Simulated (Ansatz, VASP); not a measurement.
**Two plane-wave programs on PbS**

The input INCAR:

```
SYSTEM = PbS
ALGO = Normal
EDIFF = 1E-6
ENCUT = 520
GGA = PE
ISIF = 2
ISMEAR = -1
LASPH = .TRUE.
LCHARG = .FALSE.
LREAL = .FALSE.
LWAVE = .FALSE.
NBANDS = 17
NELM = 80
PREC = Accurate
SIGMA = 0.1
```

Contents of KPOINTS:

```
k-points
0
G
  11 11 11
  0 0 0
```

POSCAR

```
PbS
1.0
    3.1469722647      0.0000000000      0.0000000000
    0.0000000000      3.1469722647      0.0000000000
    0.0000000000      0.0000000000      3.1469722647
Pb S
1 1
Direct
    0.0000000000      0.0000000000      0.0000000000
    0.5000000000      0.5000000000      0.5000000000
```

Input for Ansatz:

```yaml
crystal:
  lattice:
    - [3.1469722647, 0.0, 0.0]
    - [0.0, 3.1469722647, 0.0]
    - [0.0, 0.0, 3.1469722647]
  atoms:
    - { symbol: Pb, position: [0.0, 0.0, 0.0] }
    - { symbol: S, position: [0.5, 0.5, 0.5] }
kpoints:
  mp_grid: { grid: [11, 11, 11] }
scf:
  occupations: { method: fermi_dirac, width: 0.1 }
hamiltonian:
  xc: pbe
  pseudopotentials: { kind: paw }
output:
  forces: true
  stress: true
  eigenvalues: true
  populations: true
  write_density: true
  write_potential: true
  elf: true
  volumetric_format: npy
```

Change from the starting cell: volume scaled by 0.64, PAW files.

Alike in both runs: task single point; functional PBE; k mesh 11 × 11 × 11; occupations fermi-dirac, width 0.1 eV; no spin polarisation.

|  | VASP | Ansatz |
| --- | --- | --- |
| version | VASP 6.6.1 | Ansatz 0.2.0 |
| potentials or method | VASP PAW PBE potentials, release 64 (Pb_d, S) | PAW with Ansatz's default frozen-core files, scalar-relativistic |
| plane-wave cutoff (eV) | 520 | 420 |
| valence electrons in the cell | 20 | 20 |

```tsv
	VASP	Ansatz	Ansatz less VASP
pressure (GPa)	63.3	63.4	+0.15
```

The functional is the same, so the differences come from potentials, cutoffs and numerics.

Caveats: the cell as given lies far from equilibrium; so large a pressure means that the cell lies far from this level's equilibrium, or that cutoff or potentials fall short (VASP). Spin-orbit coupling is left out, which matters for the levels of Pb.
